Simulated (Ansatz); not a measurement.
Runs of Ansatz 0.2.0 on Pb. It takes space group Fm-3m (No. 225, cubic). Conventional cell: a = 4.950 Å, b = 4.950 Å, c = 4.950 Å, α = 90.00°, β = 90.00°, γ = 90.00°. Pb (site symmetry m-3m) has 12 Pb at 3.50 Å as nearest neighbours. 

| task | level | potentials or basis | spin | fixed moment (μB) | cell | k mesh | cutoff (eV) | smearing | moments locked | sphere radius (all atoms) | basis error allowed | other keys | mesh quality | gap on the mesh (eV) | pressure (GPa) | moment (μB) |
| --- | --- | --- | --- | --- | --- | --- | --- | --- | --- | --- | --- | --- | --- | --- | --- | --- |
| band structure | PBE-LYP | all-electron LAPW, scalar-relativistic | collinear, random start, moments held on the sites | - | volume scaled by 0.88 | 9 × 9 × 9 | 186 | methfessel-paxton 0.025 eV | each atom's moment, at its start value | - | 0.0005 eV/atom | - | not flagged | - | - | 0.13 |
| single point | PBE | all-electron LAPW, scalar-relativistic | off | - | cell strained at random at fixed volume | 9 × 9 × 9 | 157 | fermi-dirac 0.05 eV | - | - | 0.001 eV/atom | - | not flagged | none | 2.3 | - |
| single point | PBE | all-electron LAPW, relativistic spinors | SOC, no magnetisation | - | as given | 7 × 7 × 7 | 142 | cold 0.05 eV | - | - | 0.002 eV/atom | - | coarse | none | (a) | - |
| single point | Slater exchange only | all-electron LAPW, point nuclei | collinear, program default start | 1.0 | as given | 9 × 9 × 9 | 485 | fermi-dirac 0.15 eV | - | 1.05 Å | 0.002 eV/atom | hamiltonian.pseudopotentials.lapw.muffin_tin_radii = 1.05 | not flagged | - | 5.4 | - |
| single point | PBE | all-electron LAPW, scalar-relativistic | off | - | as given | 9 × 9 × 9 | 154 | fermi-dirac 0.05 eV | - | - | 0.001 eV/atom | - | not flagged | none | 2.3 | - |
| single point | PBE | all-electron LAPW, scalar-relativistic | off | - | as given | 6 × 6 × 6 | 142 | fermi-dirac 0.03 eV | - | - | 0.002 eV/atom | - | coarse | none | 3.3 | - |
| elastic constants | RPBE-LYP | all-electron LAPW, scalar-relativistic | collinear, ferromagnetic start | - | as given | 7 × 7 × 7 | 167 | methfessel-paxton 0.01 eV | - | - | 0.001 eV/atom | - | coarse | none | (b) | 0.02 |

Q: Fill in the values left out.

A: (a) 2.8; (b) 8.4.

Caveats: some runs use coarse meshes; the k mesh is thin for a metal, which can move the energy by tens of meV per atom (some runs); the SCF stop doesn't bound the stress (some runs); each atom's moment is held at its typed value, so this isn't a free magnetic state (some runs); spin-orbit coupling is left out, which moves the levels of the heavy elements (some runs); the total moment is fixed, so each spin has its own Fermi level (some runs); the cell is more than 3 GPa from zero pressure, which shifts response properties (some runs); the program listed the state as in doubt (some runs).

A k mesh can miss the band edges, and rows without SOC leave out spin-orbit coupling on Pb.

A gap of «none» marks a metal or a gap under the smearing width.

The runs don't all hold the same shells in valence.
